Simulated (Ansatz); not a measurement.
# SrTiO₃: a line through a two-coordinate scan

How does the energy of SrTiO₃ (I4/mcm, No. 140; 10 atoms in the cell) vary with equal normal strain along x, y and z, at equal engineering shear yz, xz and xy = −4.00 %?

Program: Ansatz 0.2.0. Level of theory: DFT PBE, scalar-relativistic, plane waves, PAW. These are calculated values, not measurements.

18 further runs of the same task are left out: 1 for a known fault of the program, 17 set aside as unsound or not needed.

## (1) Starting point

The structure is tetragonal, space group I4/mcm (No. 140). Conventional cell: a = 5.555 Å, b = 5.555 Å, c = 7.893 Å, α = 90.00°, β = 90.00°, γ = 90.00°. Sr (site symmetry -42m) is surrounded by 12 O at 2.67 to 2.91 Å. Around Ti (site symmetry 4/m) lie 6 O at 1.97 Å. O (site symmetry 422) is surrounded by 2 Ti at 1.97 Å and 4 Sr at 2.78 Å. Around O (site symmetry m2m) lie 2 Ti at 1.97 Å and 2 Sr at 2.67 Å.

Coordinates:

```
Sr Ti O
1.0
    -2.77758    2.77758    3.94673
     2.77758   -2.77758    3.94673
     2.77758    2.77758   -3.94673
Sr Ti O
2 2 6
Direct
  0.75000 0.25000 0.50000
  0.25000 0.75000 0.50000
  0.00000 0.00000 0.00000
  0.50000 0.50000 0.00000
  0.25000 0.25000 0.00000
  0.75000 0.75000 0.00000
  0.72808 0.22808 0.95616
  0.22808 0.27192 0.50000
  0.27192 0.77192 0.04384
  0.77192 0.72808 0.50000
```

It is the result of an earlier relaxation at this level (volume 12.18 Å³/atom; gap on the mesh: 1.93 eV).

## (2) The scan

The energy is mapped over two homogeneous strains (x along [1 0 0], y along [0 1 0], z along [0 0 1] of the conventional cell).

First coordinate, equal engineering shear yz, xz and xy: 7 values from −4.00 %. Second coordinate, equal normal strain along x, y and z: 7 values from −3 to 3 %.

Nothing else is relaxed (fractional coordinates fixed). Energies count from the relaxed crystal. Points are written as (first, second).

## (3) Point (−4.00 %, −3 %)

input.yaml reads:

```yaml
crystal:
  lattice:
    - [-2.8287365685, 2.6708674721, 3.8283255864]
    - [2.6708674721, -2.8287365685, 3.8283255864]
    - [2.7176334566, 2.7176334566, -3.9394286984]
  atoms:
    - { symbol: Sr, position: [0.75, 0.25, 0.5] }
    - { symbol: Sr, position: [0.25, 0.75, 0.5] }
    - { symbol: Ti, position: [0.0, 0.0, 0.0] }
    - { symbol: Ti, position: [0.5, 0.5, 0.0] }
    - { symbol: O, position: [0.25, 0.25, 0.0] }
    - { symbol: O, position: [0.75, 0.75, 0.0] }
    - { symbol: O, position: [0.7280787197, 0.2280787197, 0.9561574394] }
    - { symbol: O, position: [0.2280787197, 0.2719212803, 0.5] }
    - { symbol: O, position: [0.2719212803, 0.7719212803, 0.0438425606] }
    - { symbol: O, position: [0.7719212803, 0.7280787197, 0.5] }
basis:
  ecutwfc: 520.0
kpoints:
  mp_grid: { grid: [8, 8, 8] }
hamiltonian:
  xc: pbe
  pseudopotentials: { kind: paw, azcp: { folder: soft_1 } }
scf:
  occupations: { method: gaussian, width: 0.05 }
output:
  forces: true
  stress: true
  eigenvalues: true
```

Launch:

```console
ansatz run input.yaml --threads 4 --pin off --max-ram 8192MiB --backend cpu --events-out ev --progress --plain --runs-dir out
```

Further runs follow: the other points of the line.

Before running it: what results should come out? Wanted: for each run, equal normal strain along x, y and z; energy; slope; pressure; largest force on an atom.

**Answer**, as computed:

```
equal normal strain along x, y and z (%)  step  energy (meV/atom)  slope (meV/atom per %)  pressure (GPa)  band gap on the k-mesh (eV)  largest force on an atom (eV/Å)
                                      −3     3                 85                     −43            19.9                         1.89                            0.185
                                      −2     4                 50                     −28            12.6                         1.84                            0.163
                                      −1     –                 29                     −14             6.2                         1.79                            0.143
                                       0     –                 21                      −2             0.6                         1.74                            0.125
                                       1     5                 24                       9            −4.2                         1.69                            0.108
                                       2     6                 39                      20            −8.4                         1.64                            0.093
                                       3     7                 63                      29           −12.0                         1.58                            0.079
```

Energies count from the relaxed crystal. Rows without a step come from runs not printed here or follow by symmetry. Slopes come from the forces (and the stress, where the cell changes), not from differences of energies.

**Reading.** Along the line the energy is lowest at 0 %, 21 meV/atom from the zero. Energies and slopes round the minimum, fitted together, put the minimum at 0.2 %, with a curvature of about 12 meV/atom per %². Divided by the reference volume, that is a stiffness of about 1500 GPa for this pattern of strain, with the ions clamped. The well is lopsided: two grid steps out, the energy rises by 29 meV/atom towards smaller values and 18 meV/atom towards larger ones. The highest point computed, at −3 %, lies 65 meV/atom above the lowest. This is one cut through a surface in two coordinates; the map's lowest point lies off it. With the other coordinates free, the energies away from the reference would be the same or lower.

These are semilocal Kohn-Sham gaps, which aren't the measured quantity. Such gaps usually fall short of the measured ones.
